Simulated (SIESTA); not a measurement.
A run of SIESTA 5.4.2:

The input Sn.fdf:

```
SystemName                      Sn
SystemLabel                     Sn
NumberOfSpecies                 1
NumberOfAtoms                   2
%block ChemicalSpeciesLabel
  1  50 Sn
%endblock ChemicalSpeciesLabel

LatticeConstant                 1.0 Ang
%block LatticeVectors
     0.0000000000     3.2333428000     3.2333428000
     3.2333428000     0.0000000000     3.2333428000
     3.2333428000     3.2333428000     0.0000000000
%endblock LatticeVectors
AtomicCoordinatesFormat         Fractional
%block AtomicCoordinatesAndAtomicSpecies
     0.7500000000     0.7500000000     0.7500000000  1  Sn
     0.5000000000     0.5000000000     0.5000000000  1  Sn
%endblock AtomicCoordinatesAndAtomicSpecies

%block kgrid.MonkhorstPack
    7   0   0  0.0
    0   7   0  0.0
    0   0   7  0.0
%endblock kgrid.MonkhorstPack
XC.Functional                   VDW
XC.Authors                      BH
PAO.BasisSize                   DZP
PAO.EnergyShift                 0.002 Ry
Mesh.Cutoff                     500 Ry
OccupationFunction              FD
ElectronicTemperature           0.05 eV
MaxSCFIterations                120
SCF.MustConverge                false
SCF.Mixer.Method                Pulay
SCF.Mixer.Weight                0.25
SCF.Mixer.History               8
SCF.DM.Tolerance                5.0e-05
SCF.H.Tolerance                 1.0e-03 eV
WriteForces                     true
Charge.Mulliken                 end
Charge.Hirshfeld                end
Charge.Voronoi                  end
SaveRho                         true
SaveElectrostaticPotential      true
MD.TypeOfRun                    CG
MD.Steps                        40
MD.MaxForceTol                  0.01 eV/Ang
MD.MaxDispl                     0.1 Ang
WriteCoorStep                   true
AtomCoorFormatOut               Fractional
MD.VariableCell                 true
MD.MaxStressTol                 0.1 GPa
```

Potentials or basis: PseudoDojo 0.4 standard (PBE files), DZP (energy shift 0.002 Ry).

Command:

```sh
$ siesta < Sn.fdf > Sn.out 2>&1
```

Hardware: 1 thread of Arm Neoverse V2, on a shared host.

Q: Estimate the wall time of this run.

A: Run time: 2.5 min on 1 thread of Arm Neoverse V2, with other jobs on the host, peak memory 0.36 GiB. Counts: scf iterations 24, k points 172, bands 36, ion steps 4.
